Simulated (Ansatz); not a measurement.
# TaSi2As4 bilayer (AB) in a perpendicular field

What dipole does a perpendicular field induce in the TaSi2As4 bilayer (AB)? A positive field points along +c.

Method: plane-wave DFT, PBE-D3(BJ), Ansatz PAW, in Ansatz 0.2.0.

## (1) Set-up

The cell holds 14 atoms: 8 As, 4 Si and 2 Ta. Cell: a = 3.630 Å, b = 3.630 Å, c = 74.577 Å, α = 90.0°, β = 90.0°, γ = 120.0°. Regions: layer 1: TaSi2As4, 7 atoms (4 As, 2 Si and 1 Ta); layer 2: TaSi2As4, 7 atoms (4 As, 2 Si and 1 Ta). Vacuum lies along c.

## (2) Relaxation

The starting cell is a guess, so the in-plane lattice and the atoms are relaxed first, with the slab cut off from its images along the normal.

File input.yaml:

```yaml
crystal:
  lattice:
    - [3.63, 0.0, 0.0]
    - [-1.815, 3.1436722157, 0.0]
    - [0.0, 0.0, 74.5769373133]
  atoms:
    - { symbol: As, position: [0.0, 0.0, 0.353996838] }
    - { symbol: Si, position: [0.3333333333, 0.6666666667, 0.3642140869] }
    - { symbol: As, position: [0.3333333333, 0.6666666667, 0.3941160926] }
    - { symbol: Ta, position: [0.0, 0.0, 0.4169416907], spin: 1.0 }
    - { symbol: As, position: [0.3333333333, 0.6666666667, 0.4397672888] }
    - { symbol: Si, position: [0.3333333333, 0.6666666667, 0.4696692944] }
    - { symbol: As, position: [0.0, 0.0, 0.4798865433] }
    - { symbol: As, position: [0.3333333333, 0.6666666667, 0.5201134567] }
    - { symbol: Si, position: [0.6666666667, 0.3333333333, 0.5303307056] }
    - { symbol: As, position: [0.6666666667, 0.3333333333, 0.5602327112] }
    - { symbol: Ta, position: [0.3333333333, 0.6666666667, 0.5830583093], spin: -1.0 }
    - { symbol: As, position: [0.6666666667, 0.3333333333, 0.6058839074] }
    - { symbol: Si, position: [0.6666666667, 0.3333333333, 0.6357859131] }
    - { symbol: As, position: [0.3333333333, 0.6666666667, 0.646003162] }
  periodic: [true, true, false]
magnetization:
  spin_polarized: true
kpoints:
  mp_grid: { grid: [12, 12, 1] }
hamiltonian:
  xc: pbe
  dispersion: d3bj
scf:
  occupations: { method: fermi_dirac, width: 0.05 }
  convergence: { dr2_threshold: 1.0e-09 }
relax:
  f_tol: 0.004
  max_steps: 90
  cell: {}
output:
  write_potential: true
  write_density: true
  volumetric_format: npy
```

Command:

```console
$ ansatz run input.yaml --threads 4 --pin off --max-ram 12288MiB --backend cpu --events-out ev --progress --plain --runs-dir out
```

Numbers of over 12 decimals in the logs are rounded to 6 here.

The program printed:

```text
Warning: relax.cell: scf.convergence.dr2_threshold = 1e-9 eV is looser than the 1.38644919847e-10 eV advised for a relaxation that steers and ends on the stress (1e-10 eV for each atom of the cell: 14, times the square of relax.cell.stress_2d_tol = 0.05 N/m over 31.8 Å (the atoms' height at the walk's start and 5 Å past either face), 1.573e-2 GPa, over a crystal's default 0.05). What an SCF threshold leaves in a stress goes as its square root, and in the free energy as the threshold itself, and one threshold admits the most on a small cell: [figures from the program's tests cut] Set scf.convergence.dr2_threshold to 1.38644919847e-10 eV or tighter. [rest of the remark cut]
Engine: ansatz 0.2.0, aarch64-unknown-linux-gnu
Pseudopotentials: kind: paw
Pseudopotential: As, paw, valence charge 15, recommended cutoff 420 eV (normal), As.paw.azcp
Pseudopotential: Si, paw, valence charge 4, recommended cutoff 420 eV (normal), Si.paw.azcp
Pseudopotential: Ta, paw, valence charge 13, recommended cutoff 420 eV (normal), Ta.paw.azcp
Functional definition: PBE
  parameter kappa = 0.804
  parameter beta = 0.066725
  exchange = pbe_x(kappa = kappa, mu = beta*pi^2/3)
  correlation = pbe_c(beta = beta)
Crystal: 14 atoms, lattice volume = 851.037 Å³
Basis set: ecut = 420 eV, 16389 PW (Γ), exchange–correlation on 50×50×1000 points (8 copies of the dense FFT grid, shifted against one another)
Bands: 99, of which v1, the nominal top of the filled ones, is band 81 counted from 1 (80 counted from 0)
Symmetry: 6 space group operations
Space group: P3m1 (ITA 156), of the structure as read, at distance tolerance 9.5e-5 Å
Magnetic group: BNS 156.49 (UNI 1279), of the structure as read, at distance tolerance 9.5e-5 Å
k-points: 19 of 144 (time reversal used)
Non-local potential: As, projectors of the file, l = 0: 2, l = 1: 2, l = 2: 3, l = 3: 1
Non-local potential: Si, projectors of the file, l = 0: 2, l = 1: 2, l = 2: 2
Non-local potential: Ta, projectors of the file, l = 0: 3, l = 1: 2, l = 2: 2, l = 3: 1
PAW form: soft (Blöchl's): semilocal exchange-correlation on the pseudo side does not see the compensation charge
PAW one-centre angular grid: As, 590 points (default); XC on 64 Gauss nodes
PAW one-centre angular grid: Si, 110 points (default); XC on 64 Gauss nodes
PAW one-centre angular grid: Ta, 590 points (default); XC on 64 Gauss nodes
Initial density: superposition of atomic densities (neutral atoms: chi_scale 0, normalization atom)
Starting moments: Σ|m| = 2 μB on 2 of 14 sites
Starting magnetic order: compensated ferrimagnet; no operation exchanges its spin sublattices
Initial wavefunctions: pseudopotential atomic-orbital guess
Functional: x = pbe(κ = 0.804, μ = 0.219515), c = pbe(β = 0.066725)
SCF iter   1: F=—  HF=-61262.229023 eV  |F-HF|=—  |Δ(HF+E_count)|=         —  Δρ=1.25e-2 (↑1.25e-2 ↓1.25e-2)  dr2=7.26e0  dr2_m=5.93e-2  M=0.002 μB ∫|m|=1.484 μB  β_m=0.30  ethr=3.10e-3  ⟨swp⟩=10.1  Hψ=18864  notcnv=0  defer=162
Mixer restart at iter 1: flushing history
preconditioner: auto → LDOS  [metal: Δε(μ)=0.037 eV  Ē_g=8.680 eV  σ=0.050 eV  W_gap=0.18  n_scr=126 (ndim 8)  ℏωp=10.3 eV  f_vac=0.656  D(μ)=4.40/eV (n_scr^D=22)]
spin=Collinear: LDOS preconditioning applied to the charge; magnetization (m = ρ↑ − ρ↓) channel mixes plain (no charge-response kernel on spin).
SCF iter   2: F=—  HF=-61261.170287 eV  |F-HF|=—  |Δ(HF+E_count)|=    1.06e0  Δρ=8.48e-3 (↑8.48e-3 ↓8.48e-3)  dr2=2.68e0  dr2_m=3.35e-2  M=-0.001 μB ∫|m|=1.417 μB  β_m=0.55  ethr=3.10e-3  ⟨swp⟩=2.4  Hψ=5739  notcnv=0  defer=397
SCF iter   3: F=—  HF=-61260.669134 eV  |F-HF|=—  |Δ(HF+E_count)|=   5.01e-1  Δρ=1.77e-3 (↑1.77e-3 ↓1.77e-3)  dr2=6.32e-2  dr2_m=5.60e-3  M=-0.005 μB ∫|m|=1.185 μB  β_m=0.60  ethr=1.66e-3  ⟨swp⟩=3.4  Hψ=5835  notcnv=0  defer=401
SCF iter   4: F=—  HF=-61260.694454 eV  |F-HF|=—  |Δ(HF+E_count)|=         —  Δρ=1.34e-3 (↑1.33e-3 ↓1.34e-3)  dr2=5.63e-3  dr2_m=1.25e-2  M=-0.006 μB ∫|m|=0.798 μB  β_m=0.60  ethr=3.90e-5  ⟨swp⟩=4.3  Hψ=9984  notcnv=0  defer=339
SCF iter   5: F=—  HF=-61260.701391 eV  |F-HF|=—  |Δ(HF+E_count)|=   6.94e-3  Δρ=8.72e-4 (↑8.71e-4 ↓8.72e-4)  dr2=7.36e-4  dr2_m=5.72e-3  M=-0.007 μB ∫|m|=0.647 μB  β_m=0.80  ethr=3.47e-6  ⟨swp⟩=3.0  Hψ=7840  notcnv=0  defer=339
SCF iter   6: F=—  HF=-61260.709546 eV  |F-HF|=—  |Δ(HF+E_count)|=   8.16e-3  Δρ=4.22e-4 (↑4.22e-4 ↓4.22e-4)  dr2=1.49e-3  dr2_m=1.28e-3  M=-0.007 μB ∫|m|=0.363 μB  β_m=0.80  ethr=4.54e-7  ⟨swp⟩=4.2  Hψ=9116  notcnv=0  defer=339
SCF iter   7: F=—  HF=-61260.711681 eV  |F-HF|=—  |Δ(HF+E_count)|=   2.13e-3  Δρ=2.22e-4 (↑2.22e-4 ↓2.22e-4)  dr2=2.61e-4  dr2_m=3.57e-4  M=-0.006 μB ∫|m|=0.205 μB  β_m=0.90  ethr=4.54e-7  ⟨swp⟩=3.1  Hψ=8144  notcnv=0  defer=339
SCF iter   8: F=—  HF=-61260.712979 eV  |F-HF|=—  |Δ(HF+E_count)|=   1.30e-3  Δρ=4.79e-5 (↑4.63e-5 ↓4.79e-5)  dr2=6.47e-5  dr2_m=1.24e-5  M=-0.004 μB ∫|m|=0.040 μB  β_m=0.89  ethr=1.61e-7  ⟨swp⟩=4.0  Hψ=9010  notcnv=0  defer=339
SCF iter   9: F=—  HF=-61260.713172 eV  |F-HF|=—  |Δ(HF+E_count)|=   1.93e-4  Δρ=2.05e-5 (↑2.01e-5 ↓2.05e-5)  dr2=9.70e-6  dr2_m=2.15e-6  M=-0.003 μB ∫|m|=0.015 μB  β_m=0.82  ethr=3.99e-8  ⟨swp⟩=3.0  Hψ=8363  notcnv=0  defer=339
SCF iter  10: F=—  HF=-61260.713178 eV  |F-HF|=—  |Δ(HF+E_count)|=   5.72e-6  Δρ=8.01e-6 (↑7.92e-6 ↓8.01e-6)  dr2=8.59e-7  dr2_m=4.20e-7  M=-0.003 μB ∫|m|=0.006 μB  β_m=0.81  ethr=5.98e-9  ⟨swp⟩=3.5  Hψ=8302  notcnv=0  defer=339
SCF iter  11: F=—  HF=-61260.713180 eV  |F-HF|=—  |Δ(HF+E_count)|=   1.50e-6  Δρ=3.11e-6 (↑3.00e-6 ↓3.11e-6)  dr2=8.87e-8  dr2_m=6.53e-8  M=-0.002 μB ∫|m|=0.002 μB  β_m=0.86  ethr=5.30e-10  ⟨swp⟩=4.0  Hψ=9183  notcnv=0  defer=339
SCF iter  12: F=—  HF=-61260.713180 eV  |F-HF|=—  |Δ(HF+E_count)|=   1.97e-7  Δρ=1.83e-6 (↑1.83e-6 ↓1.76e-6)  dr2=3.10e-8  dr2_m=2.28e-8  M=-0.001 μB ∫|m|=0.002 μB  β_m=0.87  ethr=5.47e-11  ⟨swp⟩=3.0  Hψ=8043  notcnv=0  defer=339
SCF iter  13: F=—  HF=-61260.713180 eV  |F-HF|=—  |Δ(HF+E_count)|=   7.55e-8  Δρ=1.14e-6 (↑1.10e-6 ↓1.14e-6)  dr2=2.61e-9  dr2_m=9.42e-9  M=-0.001 μB ∫|m|=0.001 μB  β_m=0.93  ethr=1.91e-11  ⟨swp⟩=3.0  Hψ=7846  notcnv=0  defer=339
SCF iter  14: F=—  HF=-61260.713180 eV  |F-HF|=—  |Δ(HF+E_count)|=   2.16e-8  Δρ=6.56e-7 (↑6.56e-7 ↓6.46e-7)  dr2=1.99e-9  dr2_m=3.13e-9  M=-0.001 μB ∫|m|=0.001 μB  β_m=0.97  ethr=1.61e-12  ⟨swp⟩=4.1  Hψ=9203  notcnv=0  defer=339
SCF iter  15: F=—  HF=-61260.713180 eV  |F-HF|=—  |Δ(HF+E_count)|=   1.10e-8  Δρ=2.56e-7 (↑2.56e-7 ↓2.41e-7)  dr2=6.10e-10  dr2_m=4.32e-10  M=-0.000 μB ∫|m|=0.000 μB  β_m=0.98  ethr=1.23e-12  ⟨swp⟩=4.0  Hψ=8345  notcnv=0  defer=339
[...]
spin=Collinear: LDOS preconditioning applied to the charge; magnetization (m = ρ↑ − ρ↓) channel mixes plain (no charge-response kernel on spin).
SCF iter   2: F=—  HF=-61263.886793 eV  |F-HF|=—  |Δ(HF+E_count)|=   2.21e-4  Δρ=2.23e-6 (↑2.23e-6 ↓2.23e-6)  dr2=1.74e-8  dr2_m=1.85e-10  M=-0.000 μB ∫|m|=0.000 μB  β_m=0.48  ethr=2.55e-11  ⟨swp⟩=6.3  Hψ=15168  notcnv=0
SCF iter   3: F=—  HF=-61263.886834 eV  |F-HF|=—  |Δ(HF+E_count)|=   4.09e-5  Δρ=1.46e-6 (↑1.46e-6 ↓1.46e-6)  dr2=3.25e-9  dr2_m=1.43e-10  M=-0.000 μB ∫|m|=0.000 μB  β_m=0.61  ethr=1.08e-11  ⟨swp⟩=3.6  Hψ=7272  notcnv=0
iter 4 met the thresholds in force, and the SCF goes on: an eigenvalue changes by 0.75 meV, over its tolerance of 0.05 meV (output.eigenvalues, Limitations)
SCF iter   4: F=-61263.886888 eV  HF=-61263.886877 eV  |F-HF|=1.11e-5  |Δ(HF+E_count)|=   4.37e-5  Δρ=4.55e-7 (↑4.55e-7 ↓4.55e-7)  dr2=4.49e-10  dr2_m=4.38e-11  M=-0.000 μB ∫|m|=0.000 μB  β_m=0.68  ethr=1.00e-12  ⟨swp⟩=16.1  Hψ=32804  notcnv=0
SCF iter   5: F=-61263.886888 eV  HF=-61263.886888 eV  |F-HF|=1.74e-7  |Δ(HF+E_count)|=   1.09e-5  Δρ=6.32e-8 (↑6.32e-8 ↓6.27e-8)  dr2=2.51e-11  dr2_m=2.32e-11  M=-0.000 μB ∫|m|=0.000 μB  ethr=1.00e-12  ⟨swp⟩=9.7  Hψ=22432  notcnv=0
the starting moments were not kept: the SCF closed with an absolute magnetisation of 6.7e-5 μB, where they sum to 2 μB in size (2 sites). That is at most 0.1 of that sum. Measured as dr2_m measures the in/out step, that magnetisation stands 2.5e-10 eV from none, at or under the dr2_threshold of 1.0e-9 eV: it is no larger than a step whose dr2_m would equal this threshold.
SCF 7 converged in 5 iterations: F = -61263.886888 eV  dr2 = 2.51e-11
relax step   7: F+E_penalty+E_count = -61263.88688825 eV  Δ(F+E_penalty+E_count) = -7.227e-5 eV  max|allowed force component| = 1.584e-3 eV/Å  Δτ_max = 0.0000 Å  P = -0.017 N/m  Ω = 852.424 Å³  fix = [c, alpha, beta]  reactions: c -0.000 N/m  stress off target by 1.67e-2 N/m on what of the cell is left free  SCF on the basis re-selected at this cell (its energy is not comparable with the rows above)  (5 SCF iters)
basis re-selected at this cell: Δ(F+E_penalty+E_count) = -7.227e-5 eV, ΔP = -0.000 N/m vs the last step (what re-selecting the basis moved, of the pressure what is left beyond the Pulay correction that the steps carried, after the strain that the cell walked since its last selection, with what the two solves' SCF thresholds leave and, on support functions, any second-order correction that the steps lacked; it is no m [...]
WARN: The output density's exchange-correlation potential varies sharply where the density is thin. Do not read a vacuum level from v_tot or v_xc, or from such a field of the output density. On a cell that repeats whose density bears no net charge and no dipole along the vacuum's axis use v_es (v_loc + v_h of the components); under efield.dipole_correction with no amplitude use v_es + v_field, which holds any externa [...]
SCF converged after 5 iterations
an eigenvalue changed by more than its tolerance at an iteration that met the thresholds in force, so the SCF went on 1 time: the last check found none over its tolerance
Magnetization: -0.0000 μB (81.0000 up, 81.0000 down)
Absolute magnetization: 0.0001 μB (∫|ρ↑−ρ↓|, with the PAW one-centre terms)
Spin contamination: 0.0000 ħ² per cell (⟨S²⟩ above its minimum at these occupations)
Per-site moments (μB) at R_I (Å): [(1.970075648729265e-7, 0.976926), (5.317850312395609e-7, 0.966991), (-5.91909021101802e-7, 0.966991), (1.465238383674871e-5, 1.071484), (-6.274937815545097e-7, 0.966621), (5.037828694761819e-7, 0.966621), (1.4850183489842428e-7, 0.976884), (-1.2907094371703865e-7, 0.976310), (-4.935982892138442e-7, 0.967551), (6.128542047387193e-7, 0.967551), (-1.4791744548088845e-5, 1.071589), (5.779975307616395e-7, 0.966995), (-5.211849410002998e-7, 0.966995), (-1.8714626426560262e-7, 0.976953)]
Free energy (F): -61263.886888 eV
Harris-Foulkes:  -61263.886888 eV  (|F-HF|=1.74e-7)
Internal energy: -61263.845416 eV  (E = F + TS)
E sigma→0 (E₀):  -61263.866152 eV
Entropy (-TS):   -0.041472 eV (-2.962 meV/atom)
Fermi energy:    -4.927160 eV
--- Per-component energies (eV) ---
  E_band       = -4630.278468
  E_kinetic    = 1724.477575
  E_local      = -2140530.898097  (includes V_loc(G=0)·N_el)
  E_nonlocal   = -5232.029435
  E_hartree    = 1069511.229514
  E_xc         = -1294.144480
  E_vxc        = -1232.820757  (∫ρ·V_xc dr)
  E_paw        = -33526.762719  (= ΣΔE_a)
  E_vpaw       = 1618.528629  (= ΣTr[D̂ρ^β])
  E_aug_tail   = 0.000383  (compensation charges beyond the density's cutoff)
  E_ewald      = 1048089.593276
  E_disp       = -5.311433  (pairwise vdW)
  E_smearing   = -0.041472  (= −TS)
  E_closure    = 0.000000  (closes the sum)
  Σ components = -61263.886888   (vs F -61263.886888, Δ=0.00e0)
--- Forces (eV/Å), atoms counted from 1 ---
  atom   1  As     0.00000000    -0.00000000    -0.00017599
  atom   2  Si    -0.00000000     0.00000000    -0.00048884
  atom   3  As     0.00000000    -0.00000000    -0.00142371
  atom   4  Ta     0.00000000    -0.00000000     0.00158358
  atom   5  As    -0.00000000    -0.00000000    -0.00097205
  atom   6  Si    -0.00000000     0.00000000     0.00015937
  atom   7  As    -0.00000000    -0.00000000    -0.00018018
  atom   8  As     0.00000000    -0.00000000     0.00085390
  atom   9  Si    -0.00000000    -0.00000000    -0.00032740
  atom  10  As     0.00000000    -0.00000000    -0.00011175
  atom  11  Ta     0.00000000    -0.00000000     0.00037118
  atom  12  As     0.00000000    -0.00000000     0.00045959
  atom  13  Si    -0.00000000     0.00000000    -0.00012243
  atom  14  As     0.00000000    -0.00000000     0.00037493
  max |Σ_I F_I| component: 2.02e-7 eV/Å
--- 2D stress c σ (N/m, compression-positive) ---
       -0.016658       0.000000      -0.000000
        0.000000      -0.016658      -0.000000
       -0.000000      -0.000000      -0.000000
  P = ½ c Tr σ = -0.0167 N/m
--- Band table (eV; the first three rows and the last of 38) ---
  k-point 0 ↑: bands = [... 77 lower, -5.2152, -5.1982, -5.1982, -4.7171, -4.2634, -2.6547, -2.6269, -2.5322, ... 14 higher]
  k-point 1 ↑: bands = [... 77 lower, -5.3583, -5.3518, -5.3388, -4.6534, -4.3446, -2.4339, -2.3655, -2.3478, ... 14 higher]
  k-point 2 ↑: bands = [... 77 lower, -5.6956, -5.6741, -5.6238, -4.7463, -4.6443, -2.9137, -2.7409, -2.7296, ... 14 higher]
  k-point 18 ↓: bands = [... 77 lower, -6.6610, -5.8321, -5.8232, -4.2213, -4.1862, -3.5288, -3.3623, -3.2500, ... 14 higher]
  the weakly bound empty levels are not read free of the cell's end (no_gap_told)
--- Relaxed structure (6 steps of the walk, 6 accepted, 1 SCFs on fresh bases) ---
  F+E_penalty+E_count = -61263.88688825 eV   max|allowed force component| = 1.584e-3 eV/Å   (the final SCF, on the basis selected at the relaxed cell)
  cell:  # Å, volume = 852.4244 Å³
    - [3.632958, 2.189211939831685e-19, 0]
    - [-1.816479, 3.146234, 0]
    - [0, 0, 74.5769373133]
  atoms:
    - { symbol: As, position: [-2.8631049371499336e-17, 1.982541115413605e-17, 0.346750] }
    - { symbol: Si, position: [0.333333, 0.666667, 0.361496] }
    - { symbol: As, position: [0.333333, 0.666667, 0.392930] }
    - { symbol: Ta, position: [-3.450954246841031e-17, 1.982541115413605e-17, 0.413561] }
    - { symbol: As, position: [0.333333, 0.666667, 0.434106] }
    - { symbol: Si, position: [0.333333, 0.666667, 0.465528] }
    - { symbol: As, position: [-4.023569238525239e-17, 1.9825411154136045e-17, 0.480271] }
    - { symbol: As, position: [0.333333, 0.666667, 0.519740] }
    - { symbol: Si, position: [0.666667, 0.333333, 0.534443] }
    - { symbol: As, position: [0.666667, 0.333333, 0.565895] }
    - { symbol: Ta, position: [0.333333, 0.666667, 0.586446] }
    - { symbol: As, position: [0.666667, 0.333333, 0.607073] }
    - { symbol: Si, position: [0.666667, 0.333333, 0.638506] }
    - { symbol: As, position: [0.333333, 0.666667, 0.653255] }
```

Run time: 21 min. Hardware: 4 threads of Arm Neoverse V1, shared host; peak memory 3.5 GiB.

Relaxation path:

| step | energy less that of the first step (eV) | largest force component (eV/Å) | volume (Å³) |
| --- | --- | --- | --- |
| 1 | 0.0000 | 3.2674 | 851.04 |
| 2 | -2.8715 | 1.0303 | 842.85 |
| 3 | -3.1047 | 0.1362 | 842.94 |
| 4 | -3.1628 | 0.2139 | 857.65 |
| 5 | -3.1733 | 0.0506 | 853.06 |
| 6 | -3.1736 | 0.0016 | 852.42 |
| 7* | -3.1737 | 0.0016 | 852.42 |

Relaxation steps marked * repeat the geometry before them on a plane-wave basis chosen anew for their cell, so energy and pressure can jump there.

Forces are held to the 6 operations that the run works with; a distortion that breaks them can't arise in this run.

| cell as run | before | after | change |
| --- | --- | --- | --- |
| a (Å) | 3.630 | 3.633 | +0.1 % |
| b (Å) | 3.630 | 3.633 | +0.1 % |

The atoms that moved most (Å, along periodic axes as changes of fractional coordinates times the final cell, across vacuum about the mean position):

| atom | dx | dy | dz | length |
| --- | --- | --- | --- | --- |
| As14 | 0.000 | 0.000 | 0.541 | 0.541 |
| As1 | 0.000 | 0.000 | -0.540 | 0.540 |
| As10 | 0.000 | 0.000 | 0.422 | 0.422 |
| As5 | 0.000 | 0.000 | -0.422 | 0.422 |
| Si6 | 0.000 | 0.000 | -0.309 | 0.309 |
| Si9 | 0.000 | 0.000 | 0.307 | 0.307 |
| Ta11 | 0.000 | 0.000 | 0.253 | 0.253 |
| Ta4 | 0.000 | 0.000 | -0.252 | 0.252 |

This step gave:

```
energy at zero smearing : -61263.8662 eV
```

The lattice constant a goes from 3.630 to 3.633 Å.

[end of part 1 of 3]

[Logs are printed without paths, hosts, clocks, repeated set-up lines and the standing remarks that a program may print on its own settings, such as how far it seeks lower states.]

[Hosts, paths, dates, database ids (printed as entryN), source tags and the programs' standing remarks are cut or masked in the printed files.]

[Maps of the electrostatic potential energy from Ansatz leave out the sawtooth potential of an applied field or a dipole correction, so their vacuum need not be flat; planar profiles and work functions include it.]
